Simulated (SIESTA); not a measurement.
The system is Ge.

```
Ge
1.0
     5.14898    0.00000    0.00000
     0.00000    5.14898    0.00000
     0.00000    0.00000    2.79483
Ge
4
Direct
  0.00000 0.00000 0.50000
  0.50000 0.50000 0.00000
  0.00000 0.50000 0.75000
  0.50000 0.00000 0.25000
```

This isn't the form of Ge at room conditions, which is diamond.

| Quantity | Value |
| --- | --- |
| Program | SIESTA 5.4.2 |
| Task | relaxation of cell and atoms |
| Functional | PBE |
| Potentials or basis | PseudoDojo 0.4 standard (PBE files) |
| Basis | DZP (energy shift 0.003 Ry; two zetas on semicore shells) |
| Grid cutoff | 800 Ry |
| Energy shift | 0.003 Ry |
| k mesh | 4 × 4 × 7 |
| Occupations | fermi-dirac, width 0.05 eV |
| Spin | no spin polarisation |

At the start: pressure 4.6 GPa; volume 18.52 Å³/atom.

Question: Where does the relaxation end?

Answer: Over 4 steps the energy falls by 18.3 meV/atom and the volume is 19.97 Å³/atom (+7.8 %); space group I4_1/amd (No. 141, to 0.05 Å).

Step by step:
```csv
step,energy change (eV),largest force (eV/Å),pressure (GPa),volume (Å³)
1,0.0000,0.0000,4.63,74.10
2,-0.0122,0.0000,4.24,74.52
3,-0.0731,0.0000,0.11,79.66
4,-0.0732,0.0000,-0.09,79.88
```

Final structure:
```xyz
4
Lattice="5.2628 0.0000 0.0000 0.0000 5.2628 0.0000 0.0000 0.0000 2.8839" Properties=species:S:1:pos:R:3 pbc="T T T"
Ge    0.0000    0.0000    1.4420
Ge    2.6314    2.6314    0.0000
Ge    0.0000    2.6314    2.1629
Ge    2.6314    0.0000    0.7210
```

Caveat: the basis of atomic orbitals isn't converged, which shifts pressures, moduli and gaps.
